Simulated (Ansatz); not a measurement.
# HC4: the cost of one run

Program: Ansatz 0.2.0. Level of theory: DFT r2SCAN, scalar-relativistic, plane waves, PAW. These are calculated values, not measurements.

### 1 The starting structure

Symmetry: P-3m1, No. 164, trigonal system. The conventional cell has a = 2.522 Å, b = 2.522 Å, c = 19.915 Å, α = 90.00°, β = 90.00°, γ = 120.00°. C (site symmetry 3m) has 1 H at 1.11 Å in its first shell of neighbours. C (site symmetry 3m) is surrounded by 4 C at 1.54 Å. Around H (site symmetry 3m) lie 1 C at 1.11 Å.

Structure file:

```xyz
10
Lattice="2.5223 0.0000 0.0000 1.2611 2.1843 0.0000 0.0000 0.0000 19.9151" Properties=species:S:1:pos:R:3 pbc="T T T"
C     0.0000    0.0000    6.6110
C     1.2611    0.7281    7.1259
C     1.2611    0.7281    8.6704
C     2.5223    1.4562    9.1853
C     2.5223    1.4562   10.7298
C     0.0000    0.0000   11.2447
C     0.0000    0.0000   12.7892
C     1.2611    0.7281   13.3041
H     1.2611    0.7281   14.4151
H     0.0000    0.0000    5.5000
```

### 2 Relaxing the atoms: H2C8 slab, no spin

input.yaml reads:

```yaml
crystal:
  lattice:
    - [2.52225, 0.0, 0.0]
    - [1.261125, 2.184332, 0.0]
    - [0.0, 0.0, 19.915077]
  atoms:
    - { symbol: C, position: [0.0, 0.0, 0.33196] }
    - { symbol: C, position: [0.333333, 0.333333, 0.357812] }
    - { symbol: C, position: [0.333333, 0.333333, 0.435369] }
    - { symbol: C, position: [0.666667, 0.666667, 0.461221] }
    - { symbol: C, position: [0.666667, 0.666667, 0.538779] }
    - { symbol: C, position: [0.0, 0.0, 0.564631] }
    - { symbol: C, position: [0.0, 0.0, 0.642188] }
    - { symbol: C, position: [0.333333, 0.333333, 0.66804] }
    - { symbol: H, position: [0.333333, 0.333333, 0.723827] }
    - { symbol: H, position: [0.0, 0.0, 0.276173] }
scf:
  occupations: { method: fixed }
output:
  forces: true
  write_density: true
  write_potential: true
  elf: true
  volumetric_format: npy
hamiltonian:
  xc: r2scan
kpoints:
  mp_grid: { grid: [8, 8, 1] }
relax:
  f_tol: 0.005
  max_steps: 80
```

Started as:

```sh
ansatz run input.yaml --threads 2 --pin off --max-ram 6144MiB --backend cpu --events-out ev --progress --plain --runs-dir out
```

Q: Estimate wall time and peak memory on 2 threads of Intel Xeon at 2.30GHz, shared host.

About 12 s, with a peak of 0.67 GiB.
